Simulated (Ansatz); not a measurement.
**Polymorphs of B3As5**

Theory: DFT PBE, scalar-relativistic, plane waves, PAW (Ansatz). All cells share a 420 eV cutoff and Γ-centred k meshes spaced at most about 0.3 Å⁻¹ (about 0.25 or finer for metals, 2π included). No spin polarisation.

Formation energies are uncorrected and refer to the elements' standard structures at the same level.

All energies are static (0 K, no zero-point motion). Larger cells and other orderings weren't all tried, so the list isn't exhaustive. The k mesh leaves some 4 meV/atom of noise in the energy of each metallic cell. No dispersion correction is applied, so the spacing and binding between layers, chains or molecules are poorly described (P3m1 at 16.0 Å³/atom, R3m, P3m1 at 16.6 Å³/atom), and this can change margins and order among such cells. The reference form of As is held partly by dispersion forces, which this level lacks.

Invented guesses were relaxed alike, and ends that match in structure were merged. ΔE counts from the first row. Coordination counts As atoms around B (those within 1.25 times the shortest such distance or 1.15 times the sum of covalent radii; a plus sign parts nearer from farther groups; a slash parts the counts of unlike sites). The ends were matched against large subsets of the Crystallography Open Database and the Materials Project, so a missing match doesn't prove that a structure is unreported.

```
#                         reached from  type and space group  atoms  Å³/atom  coordination  ΔE (meV/atom)  gap on mesh (eV)  in databases
1  a cell proposed by chemical analogy        P3m1 (No. 156)      8     16.0           B 4              0              0.00      no match
2  a cell proposed by chemical analogy         R3m (No. 160)      8     15.9           B 4              5              0.00      no match
3  a cell proposed by chemical analogy        P3m1 (No. 156)      8     16.6       B 3+1/4            154              0.00      no match
```

The first two are tied within the noise. The first: Space group P3m1 (No. 156), trigonal, a = 3.454 Å, c = 12.379 Å. B on its first site is surrounded by 4 As at 2.10–2.11 Å; B on its second site is surrounded by 4 As at 2.09–2.11 Å; B on its third site has 4 As at 2.09–2.11 Å; As on its first site has 4 B at 2.09–2.11 Å; around As on its second site lie 3 B at 2.11 Å; 3 more sites not described. Its energy over the elements is +0.14 eV/atom. A positive value: parting into the elements would lower its energy. An observed structure of this formula, if there is one, may be missing.

```cif
data_structure
_symmetry_space_group_name_H-M 'P3m1'
_symmetry_Int_Tables_number 156
_cell_length_a 3.4536
_cell_length_b 3.4536
_cell_length_c 12.3794
_cell_angle_alpha 90.000
_cell_angle_beta 90.000
_cell_angle_gamma 120.000
_cell_volume 127.87
loop_
_atom_site_label
_atom_site_type_symbol
_atom_site_symmetry_multiplicity
_atom_site_Wyckoff_symbol
_atom_site_fract_x
_atom_site_fract_y
_atom_site_fract_z
_atom_site_occupancy
B1 B 1 a 0.00000 0.00000 0.47900 1
B2 B 1 b 0.33333 0.66667 0.03154 1
B3 B 1 c 0.66667 0.33333 0.25539 1
As1 As 1 c 0.66667 0.33333 0.42439 1
As2 As 1 a 0.00000 0.00000 0.97517 1
As3 As 1 b 0.33333 0.66667 0.20038 1
As4 As 1 a 0.00000 0.00000 0.64860 1
As5 As 1 b 0.33333 0.66667 0.76704 1
```

The second: Space group R3m (No. 160), trigonal, a = 3.478 Å, c = 36.532 Å. B on its first site is surrounded by 4 As at 2.09–2.12 Å; B on its second site has 4 As at 2.09–2.12 Å; B on its third site is surrounded by 4 As at 2.10–2.12 Å; As on its first site has 4 B at 2.09–2.12 Å; 4 more sites not described. Counting As atoms around B, the first and the second both have B 4. The first and the second both hold As–As nets. Cells relaxed within their symmetry can be saddle points.

The leading cell is best read as slabs of tetrahedral boron arsenide, each capped on one face by an extra arsenic layer that forms a buckled As–As net. This arrangement takes up the surplus arsenic while keeping every boron four-coordinate. The near-degeneracy with the R3m cell suggests that the two differ mainly in how similar slabs are stacked. The third cell, in which some boron has a 3+1 environment, lies well above both, probably because a weakened B–As bond leaves electron-poor boron short of full sp³ bonding.

Counting two-electron bonds, plus a lone pair on each three-coordinate arsenic, accounts for all valence electrons in the first cell, so its missing gap doesn't come from a wrong electron count. Overlap of lone-pair and As–As states across the slab boundaries, as in semimetallic grey arsenic, is a likely cause, though PBE's tendency to underestimate gaps could also close a small one. The positive formation energy gives no support for a stable compound, and decomposition into BAs and arsenic, the more relevant chemical test, remains unexamined.
